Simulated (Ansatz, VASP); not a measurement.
Sc in VASP and in Ansatz

Contents of INCAR:

```
SYSTEM = Sc
PREC     = Accurate       ! precision mode
ENCUT    = 520            ! plane-wave cutoff, eV
EDIFF    = 1E-7           ! SCF threshold, eV
ISMEAR   = -1             ! smearing method
SIGMA    = 0.05           ! smearing width, eV
LREAL    = .False.        ! projectors in reciprocal space
LASPH    = .True.         ! aspherical terms in the spheres
NELM     = 100            ! most SCF steps
ALGO     = Normal         ! electronic algorithm
ISIF     = 2              ! what is computed and relaxed
LWAVE    = .False.        ! write WAVECAR
LCHARG   = .False.        ! write CHGCAR
GGA      = PE             ! functional
NBANDS   = 12             ! bands
```

KPOINTS

```
Automatic mesh
0
Gamma
  10 10 10
  0 0 0
```

File POSCAR:

```
Sc
1.0
    0.0000000000      2.2897402526      2.2897402526
    2.2897402526      0.0000000000      2.2897402526
    2.2897402526      2.2897402526      0.0000000000
Sc
1
Direct
    0.0000000000      0.0000000000      0.0000000000
```

Contents of input.yaml:

```yaml
crystal:
  lattice:
    - [0.0, 2.2897402526, 2.2897402526]
    - [2.2897402526, 0.0, 2.2897402526]
    - [2.2897402526, 2.2897402526, 0.0]
  atoms:
    - { symbol: Sc, position: [0.0, 0.0, 0.0] }
hamiltonian:
  xc: pbe
  pseudopotentials: { kind: paw }
kpoints:
  mp_grid: { grid: [10, 10, 10] }
scf:
  occupations: { method: fermi_dirac, width: 0.05 }
output:
  forces: true
  stress: true
  eigenvalues: true
  write_density: true
  write_potential: true
  elf: true
  volumetric_format: npy
```

Change from the starting cell: volume scaled by 1.04.

Alike in both runs: task single point; functional PBE; k mesh 10 × 10 × 10; occupations fermi-dirac, width 0.05 eV; no spin polarisation.

|  | VASP | Ansatz |
| --- | --- | --- |
| version | VASP 6.6.1 | Ansatz 0.2.0 |
| potentials or method | VASP PAW PBE potentials, release 64 (Sc_sv) | Ansatz PAW |
| plane-wave cutoff (eV) | 520 | 420 |
| valence electrons in the cell | 11 | 11 |

|  | VASP | Ansatz | Ansatz less VASP |
| --- | --- | --- | --- |
| gap on the k mesh at the Fermi level (eV) | none | none | - |
| pressure (GPa) | 1.5 | 1.5 | -0.03 |

A gap of «none» marks a metal or a gap that the smearing closes.
